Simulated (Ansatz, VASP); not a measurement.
**One calculation of LiCl, two programs**

```
Li Cl
1.0
     0.00000    2.57570    2.57570
     2.57570    0.00000    2.57570
     2.57570    2.57570    0.00000
Li Cl
1 1
Direct
  0.00000 0.00000 0.00000
  0.50000 0.50000 0.50000
```

The cell was built by a generator and needn't be a form met in nature.

Alike in both runs: task single point; functional PBE; k mesh 8 × 8 × 8; occupations gaussian, width 0.02 eV; no spin polarisation.

```csv
,VASP,Ansatz
version,VASP 6.6.1,Ansatz 0.2.0
potentials or method,"VASP PAW PBE potentials, release 64 (Li_sv, Cl)","scalar-relativistic, plane waves, PAW"
plane-wave cutoff (eV),520,420
valence electrons in the cell,10,10
```

|  | VASP | Ansatz | Ansatz less VASP |
| --- | --- | --- | --- |
| gap on the k mesh at the Fermi level (eV) | 6.27 | 6.26 | -0.012 |
| least direct gap on the mesh (eV) | 6.27 | 6.26 | -0.012 |

 A k mesh can miss the band edges. A hybrid or GW would open this gap; PBE tends to underestimate it.
